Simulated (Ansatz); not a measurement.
**SnSe under changes of volume**

One of the cells (27.271 Å³/atom); the others are scaled copies at fixed shape and fractional positions:

```
Sn Se
1.0
     0.00000    3.01000    3.01000
     3.01000    0.00000    3.01000
     3.01000    3.01000    0.00000
Sn Se
1 1
Direct
  0.00000 0.00000 0.00000
  0.50000 0.50000 0.50000
```

Measurements of this composition are mostly on another form, of space group No. 62.

```yaml
Program: Ansatz 0.2.0
Functional: LDA
Potentials_or_basis: Ansatz PAW
Cutoff: "420 eV (not typed: the program's choice for these potentials)"
k_mesh: 8 × 8 × 8
Occupations: fermi-dirac, width 0.05 eV
Spin: no spin polarisation
```

```tsv
volume (Å³/atom)	energy over the lowest point (meV/atom)	pressure (GPa)	gap on the mesh (eV)
25.635	0.00	-0.1	0.78
26.180	?	?	?
26.725	8.92	-2.4	0.70
27.271	18.76	-3.4	0.61
27.816	31.68	-4.2	0.53
28.362	47.35	-5.0	0.45
28.907	65.47	-5.7	0.38
```

**Question.** What does the run at 26.180 Å³/atom give?

**Answer.** Energy over the lowest point 2.52 meV/atom; pressure -1.3 GPa; gap on the mesh 0.75 eV.

Worked out: A Birch-Murnaghan fit of order 3 (a polynomial in V^(-2/3)) to the other rows has its minimum at 25.58 Å³/atom, just outside them, with B0 = V·E''(V) = 60 GPa and B' = 4.3. It gives 2.53 meV/atom at 26.180 Å³/atom, against the run's 2.52, and -dE/dV = -1.3 GPa, against -1.3. A parabola through the other rows of the gap, of slope -2.55 eV per unit of ln V there, gives 0.74 eV, against the run's 0.75.

Energies are extrapolated to zero smearing.

Caveats: spin-orbit coupling is left out, which moves the levels of the heavy elements; the PAW data sets come from PBE, with cores solved anew for the run's functional, which leaves a small shift of forces and pressure.

A mesh can miss the band edges.
